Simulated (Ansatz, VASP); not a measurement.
Ni in VASP and in Ansatz

```
Ni
1.0
     0.00000    1.72696    4.07379
     1.70324    0.00000    4.07379
     1.70324    1.72696    0.00000
Ni
2
Direct
  0.14154 0.14154 0.85846
  0.85846 0.85846 0.14154
```

Alike in both runs: functional PBE; k mesh 8 × 8 × 8; occupations gaussian, width 0.1 eV; collinear spin.

Ansatz relaxed the structure, and its values are those at the end. VASP's run is a single point on that final structure, the one shown.

|  | VASP | Ansatz |
| --- | --- | --- |
| version | VASP 6.6.1 | Ansatz 0.2.0 |
| potentials or method | VASP PAW PBE potentials, release 64 (Ni) | scalar-relativistic, plane waves, PAW |
| plane-wave cutoff (eV) | 520 | 420 |
| valence electrons in the cell | 20 | 36 |

```tsv
	VASP	Ansatz	Ansatz less VASP
gap on the k mesh at the Fermi level (eV)	none	none	-
pressure (GPa)	-0.1	0.0	+0.12
rms of the force components (eV/Å)	0.009	0.012	+0.0026
net moment per atom (μB)	0.68	0.70	+0.022
size of the moment on the site where the two differ most (μB)	0.69	0.74	+0.047
```

Site moments also hang on the region over which each program counts them. A gap of «none» marks a metal or a gap that the smearing closes. The two sets of potentials don't hold the same shells in valence.
